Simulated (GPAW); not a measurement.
# CuO in GPAW: convergence with plane-wave cutoff (eV)

The system is CuO.

```
Cu O
1.0
     0.00000    2.32725    2.32725
     2.32725    0.00000    2.32725
     2.32725    2.32725    0.00000
Cu O
1 1
Direct
  0.00000 0.00000 0.00000
  0.25000 0.25000 0.25000
```

Measurements of this composition are mostly on another form, of space group No. 15.

* Program: GPAW 26.7.0
* Task: convergence study
* Functional: r2SCAN
* Potentials or basis: GPAW PAW data sets (gpaw-data 1.2.1)
* Cutoff: 300 eV
* Basis: pw
* k mesh: 10 × 10 × 10
* Occupations: fermi-dirac, width 0.05 eV
* Spin: no spin polarisation

These are the settings of the first run; the series varies plane-wave cutoff (eV), with any setting tied to it.

Hardware: 1 thread of Arm Neoverse V1, with other jobs on the host.

Question: The values tried are 300, 350, 400, 500, 600, 700, 800, 1000, 1200, loosest first. From which on does the pressure stay within 0.1 GPa of the tightest run that finished?

Answer: From 1000 on.

| plane-wave cutoff (eV) | energy less the tightest run, at zero smearing (meV/atom) | pressure (GPa) | SCF cycles | CPU time (s) | peak memory (GiB) |
| --- | --- | --- | --- | --- | --- |
| 300 | 3607.91 | -122.73 | 12 | 23 | 0.21 |
| 350 | 1928.20 | -85.61 | 13 | 28 | 0.22 |
| 400 | 990.62 | -58.86 | 13 | 29 | 0.22 |
| 500 | 235.84 | -27.01 | 13 | 62 | 0.23 |
| 600 | 67.49 | -16.79 | 13 | 47 | 0.24 |
| 700 | 24.61 | -14.56 | 13 | 93 | 0.25 |
| 800 | 8.38 | -13.75 | 13 | 120 | 0.26 |
| 1000 | 0.75 | -13.15 | 13 | 110 | 0.28 |
| 1200 | 0.00 | -13.09 | 13 | 180 | 0.3 |

Against the tightest run, the energy stays within 1 meV/atom from 1000 on. The tightest run that finished is the yardstick and may itself not be fully converged.

Caveat, for the tightest run too: with this Cu data set, volumes or pressures lay over 1.5 % or 2 GPa off other programs in two to four cells of ten; the PAW data sets were made with another functional, which shifts forces and pressure a little; an odd number of electrons without spin polarisation forces a metal; a magnetic or distorted state may lie lower; the run has no spin polarisation, though such a crystal can be magnetic.
